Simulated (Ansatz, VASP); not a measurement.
# SnTe3 in VASP and in Ansatz

The input INCAR:

```
  PREC = Accurate
  ENCUT = 520
  EDIFF = 1E-6
  ISMEAR = -1
  SIGMA = 0.05
  LREAL = F
  LASPH = T
  NELM = 80
  ALGO = Normal
  ISIF = 2
  LWAVE = F
  LCHARG = F
  GGA = PE
  NBANDS = 24
```

Contents of KPOINTS:

```
Automatic mesh
0
Gamma
  6 6 6
```

POSCAR

```
SnTe3
1.0
    0.0000000000      3.8867907320      3.8867907320
    3.8867907320      0.0000000000      3.8867907320
    3.8867907320      3.8867907320      0.0000000000
Te Sn
3 1
Direct
    0.5000000000      0.5000000000      0.5000000000
    0.7500000000      0.7500000000      0.7500000000
    0.2500000000      0.2500000000      0.2500000000
    0.0000000000      0.0000000000      0.0000000000
```

input.yaml

```yaml
crystal:
  lattice:
    - [0.0, 3.886790732, 3.886790732]
    - [3.886790732, 0.0, 3.886790732]
    - [3.886790732, 3.886790732, 0.0]
  atoms:
    - { symbol: Te, position: [0.5, 0.5, 0.5] }
    - { symbol: Te, position: [0.75, 0.75, 0.75] }
    - { symbol: Te, position: [0.25, 0.25, 0.25] }
    - { symbol: Sn, position: [0.0, 0.0, 0.0] }
hamiltonian:
  xc: pbe
  pseudopotentials: { kind: paw }
kpoints:
  mp_grid: { grid: [6, 6, 6] }
scf:
  occupations: { method: fermi_dirac, width: 0.05 }
output:
  forces: true
  stress: true
  eigenvalues: true
```

The cell comes from a database or a generator and needn't be the stable form of this composition.

Alike in both runs: task single point; functional PBE; k mesh 6 × 6 × 6; occupations fermi-dirac, width 0.05 eV; no spin polarisation.

```csv
,VASP,Ansatz
version,VASP 6.6.1,Ansatz 0.2.0
potentials or method,"VASP PAW PBE potentials, release 64 (Te, Sn_d)",Ansatz PAW
plane-wave cutoff (eV),520,420
valence electrons in the cell,32,62
```

|  | VASP | Ansatz | Ansatz less VASP |
| --- | --- | --- | --- |
| gap on the k mesh at the Fermi level (eV) | none | none | - |
| pressure (GPa) | -0.9 | -0.8 | +0.06 |

A gap of «none» marks a metal or a gap that the smearing closes. The two sets of potentials don't hold the same shells in valence.

The runs have no spin-orbit coupling, so splittings on Te are missing.
